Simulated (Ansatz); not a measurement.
A run of Ansatz 0.2.0 is set up as follows.

File input.yaml:

```yaml
crystal:
  lattice:
    - [-2.2052049036, 2.2052049036, 2.19611481]
    - [2.2052049036, -2.2052049036, 2.19611481]
    - [2.2052049036, 2.2052049036, -2.19611481]
  atoms:
    - { symbol: Ca, position: [0.5, 0.5, 0.0] }
hamiltonian:
  xc: pbe
  pseudopotentials: { kind: paw, xc_functional: lda, accuracy: standard }
magnetization:
  spin_polarized: true
kpoints:
  mp_grid: { grid: [9, 9, 9] }
scf:
  occupations: { method: cold, width: 0.1 }
output:
  forces: true
  stress: true
relax:
  f_tol: 0.01
  max_steps: 40
  cell: { stress_tol: 0.05 }
```

Potentials or basis: JTH PAW LDA.

Command:

```sh
$ ansatz run input.yaml --threads 1 --pin off --max-ram 2560MiB --backend cpu --events-out ev --progress --plain --runs-dir out
```

Task: Predict the absolute moment.

Result: 0.16 μB per cell.

Task: What does it give for the relaxed volume?

Result: 42.14 Å³/atom.

Task: Predict the relaxed cell.

Result: a = 3.797 Å, b = 3.797 Å, c = 3.797 Å, α = 109.36°, β = 109.36°, γ = 109.69°.

The path:
```csv
step,energy change (eV),largest force (eV/Å),volume (Å³)
1,0.0000,0.0000,42.72
2,-0.0003,0.0000,42.49
3,-0.0005,0.0000,42.14
4,-0.0004,0.0000,42.14
```

Caveat: the plane-wave basis is chosen anew once the cell has moved, so the energies of steps on either side of that aren't comparable.
